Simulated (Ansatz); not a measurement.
# ZnSe (Stilleite): relaxation of cell and atoms with BLYP

ZnSe (Stilleite):

```xyz
2
Lattice="0.0000 2.8338 2.8338 2.8338 0.0000 2.8338 2.8338 2.8338 0.0000" Properties=species:S:1:pos:R:3 pbc="T T T"
Se    4.2507    4.2507    4.2507
Zn    0.0000    0.0000    0.0000
```

```yaml
Program: Ansatz 0.2.0
Task: relaxation of cell and atoms
Functional: BLYP
Potentials_or_basis: all-electron LAPW, scalar-relativistic
Basis_error_allowed: 0.001 eV/atom
k_mesh: 8 × 8 × 8
Occupations: fermi-dirac, width 0.05 eV
Spin: no spin polarisation
```

* Relaxed volume: 24.95 Å³/atom
* Relaxed cell: a = 4.133 Å, b = 4.133 Å, c = 4.133 Å, α = 60.00°, β = 60.00°, γ = 60.00°
* Space group after relaxing (to 0.05 Å): F-43m (No. 216)
* Energy gained by relaxing: 34.7 meV/atom
* Ionic steps: 5
* Pressure after relaxing: 0.0 GPa
* Band gap on the k mesh: 0.86 eV

The path:
| step | energy change (eV) | largest force (eV/Å) | volume (Å³) |
| --- | --- | --- | --- |
| 1 | 0.0000 | 0.0000 | 45.51 |
| 2 | -0.0640 | 0.0000 | 48.60 |
| 3 | -0.0693 | 0.0000 | 49.71 |
| 4 | -0.0694 | 0.0000 | 49.90 |
| 5 | -0.0694 | 0.0000 | 49.90 |

Final structure:
```cif
data_structure
_symmetry_space_group_name_H-M 'P 1'
_symmetry_Int_Tables_number 1
_cell_length_a 4.1326
_cell_length_b 4.1326
_cell_length_c 4.1326
_cell_angle_alpha 60.000
_cell_angle_beta 60.000
_cell_angle_gamma 60.000
_cell_volume 49.90
loop_
_atom_site_label
_atom_site_type_symbol
_atom_site_fract_x
_atom_site_fract_y
_atom_site_fract_z
_atom_site_occupancy
Se1 Se 0.75000 0.75000 0.75000 1
Zn1 Zn 0.00000 0.00000 0.00000 1
```

It took 54 s on 1 thread of Arm Neoverse V1, on a shared host, peak memory 0.3 GiB.

A k mesh can miss the band edges. BLYP gives volumes clearly too large for solids.
